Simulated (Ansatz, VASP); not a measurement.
# SiC: VASP beside Ansatz

```
CELL_PARAMETERS angstrom
0.00000 2.07617 2.07617
2.07617 0.00000 2.07617
2.12129 2.12129 -0.04512
ATOMIC_POSITIONS crystal
Si 0.00000 0.00000 0.00000
C 0.75000 0.75000 0.75000
```

Alike in both runs: task single point; functional PBE; k mesh 12 × 12 × 12; occupations gaussian, width 0.05 eV; no spin polarisation.

|  | VASP | Ansatz |
| --- | --- | --- |
| version | VASP 6.6.1 | Ansatz 0.2.0 |
| potentials or method | VASP PAW PBE potentials, release 64 (Si, C) | scalar-relativistic, plane waves, PAW |
| plane-wave cutoff (eV) | 520 | 520 |
| valence electrons in the cell | 8 | 8 |

|  | VASP | Ansatz | Ansatz less VASP |
| --- | --- | --- | --- |
| gap on the k mesh at the Fermi level (eV) | 1.14 | 1.15 | +0.005 |
| least direct gap on the mesh (eV) | 4.44 | 4.45 | +0.008 |
| rms of the force components (eV/Å) | 0.289 | 0.290 | +0.0009 |

Atom by atom the forces differ by 0.001 eV/Å (rms over components).

 A k mesh can miss the band edges.
